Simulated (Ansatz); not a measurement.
**NMR crystallography of VBiO4: given against relaxed positions**

Start: an entry of the Crystallography Open Database (COD).

```cif
data_VBiO4
_symmetry_space_group_name_H-M 'I4_1/amd:1'
_symmetry_Int_Tables_number 141
_cell_length_a 7.3030
_cell_length_b 7.3030
_cell_length_c 6.5840
_cell_angle_alpha 90.000
_cell_angle_beta 90.000
_cell_angle_gamma 90.000
loop_
_atom_site_label
_atom_site_type_symbol
_atom_site_symmetry_multiplicity
_atom_site_Wyckoff_symbol
_atom_site_fract_x
_atom_site_fract_y
_atom_site_fract_z
V V 4 b 0.0000 0.0000 0.5000
Bi Bi 4 a 0.0000 0.5000 0.2500
O O 16 h 0.5000 0.3220 0.8330
```

One atom of each set is listed; the run and its k-mesh use a cell of 12 atoms with edges of 6.12, 6.12, 6.12 Å.

Computed with Ansatz: DFT, PBE, plane waves and PAW, scalar-relativistic, 420 eV cutoff, Γ-centred 4×4×4 k-points, Fermi–Dirac smearing 0.02 eV.

The largest force at the start is 1.1 eV/Å. Relaxing the ions at fixed cell moves them by 0.027 Å at most (atom 11, O) and 0.022 Å rms. End positions:

V (0.0000, 0.0000, 0.5000)
Bi (0.0000, 0.5000, 0.2500)
O (0.5000, 0.3183, 0.8325)

```
site  moved (Å)  first shell before   first shell after  V_zz before (10²¹ V/m²)  η before
   V      0.000       4 O at 1.70 Å       4 O at 1.73 Å                    -3.83      0.00
  Bi      0.000  8 O at 2.41–2.55 Å  8 O at 2.39–2.56 Å                    12.17      0.00
   O      0.027       1 V at 1.70 Å       1 V at 1.73 Å                    -3.27      0.51
```

Question: How do the gradients change?

Answer: 

```tsv
site	V_zz after	η after	change of V_zz
V	-3.16	0.00	+0.67
Bi	13.85	0.00	+1.68
O	-3.45	0.59	-0.18
```

The largest change of V_zz is on Bi, from 12.17 to 13.85. In per cent, |V_zz| changes by -17 on V, +14 on Bi, +6 on O (all sites that start above 0.5).

Spin–orbit coupling is left out, which shifts gradients on Bi by a few per cent, and by more where contributions nearly cancel.
